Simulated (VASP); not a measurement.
# ZnS: convergence, self-consistent run

ZnS, P1 (no. 1), 4 atoms in the cell. PBE; PAW potentials Zn, S (PBE set). VASP 6.6.1. The atoms are moved at random off their ideal places.

Wanted: energy within 1 meV/atom; forces within 0.005 eV/Å; pressure within 0.1 GPa.

POSCAR:
```
ZnS
1.0
    3.8110000000      0.0000000000      0.0000000000
   -1.9055000000      3.3004228138      0.0000000000
    0.0000000000      0.0000000000      6.2340000000
Zn S
2 2
Direct
    0.6674380000      0.3422300000      0.4978720000
    0.3292070000      0.6648810000      0.0019740000
    0.6681340000      0.3351470000      0.8874040000
    0.3399020000      0.6725520000      0.3863000000
```

## FFT grids and symmetry tolerance typed by hand

| FFT grids and symmetry tolerance typed by hand | Energy less reference (meV/atom) | Forces, largest deviation (eV/Å) | Pressure (GPa) | SCF iterations | Time (s) |
|---|---|---|---|---|---|
| default | 0.0 | 0.0000 | 2.58 | 15 | 69 |
| NGX, NGY, NGZ = 38, 38, 62 | 0.0 | 0.0007 | 2.58 | 15 | 185 |
| NGX, NGY, NGZ = 24, 24, 38 | 0.0 | 0.0033 | 2.58 | 15 | 39 |
| NGX, NGY, NGZ = 20, 20, 32 | 0.0 | 0.0047 | 2.59 | 15 | 34 |
| NGX, NGY, NGZ = 16, 16, 26 | -0.5 | 0.0038 | 2.63 | 15 | 26 |
| NGXF, NGYF, NGZF = 44, 44, 70 | 0.0 | 0.0013 | 2.59 | 15 | 64 |
| NGXF, NGYF, NGZF = 86, 86, 140 | 0.0 | 0.0010 | 2.58 | 15 | 81 |
| SYMPREC = 0.001 | 0.0 | 0.0000 | 2.58 | 15 | 78 |
| SYMPREC = 1e-08 | 0.0 | 0.0000 | 2.58 | 15 | 68 |
| EWALD_CUTOFF = 2.0 | -4082.9 | 2.9319 | -59.03 | 15 | 61 |
| EWALD_CUTOFF = 8.0 | 0.0 | 0.0000 | 2.58 | 15 | 62 |

Chosen: default; no other choice that stays within half of the tolerance saves 30 % of the time.

## The input

INCAR:
```
SYSTEM = ZnS
PREC = Accurate ; ENCUT = 520
EDIFF = 1E-7 ; ISMEAR = 0
SIGMA = 0.02 ; LREAL = .False.
LASPH = .True. ; ALGO = Normal
NELM = 100 ; ISIF = 2
LWAVE = .False. ; LCHARG = .False.
```

KPOINTS:
```
k-points
0
Gamma
  7 7 4
```

Commands:
```
cat potpaw_PBE.64/Zn/POTCAR potpaw_PBE.64/S/POTCAR > POTCAR
mpirun -np 1 vasp_std > vasp.out
```

The chosen input took VASP 6.6.1 69 s on 1 core (Intel Xeon 6975P-C (Granite Rapids)), a shared host.

## An input that fails: an FFT grid typed too coarse

It runs to its end, but against the unchanged starting input it is off by 65.0 meV/atom in the energy, 0.1028 eV/Å in the forces, 1.99 GPa in the pressure.

Changes against the starting input:
```
+ NGX = 10
+ NGY = 10
+ NGZ = 18
```
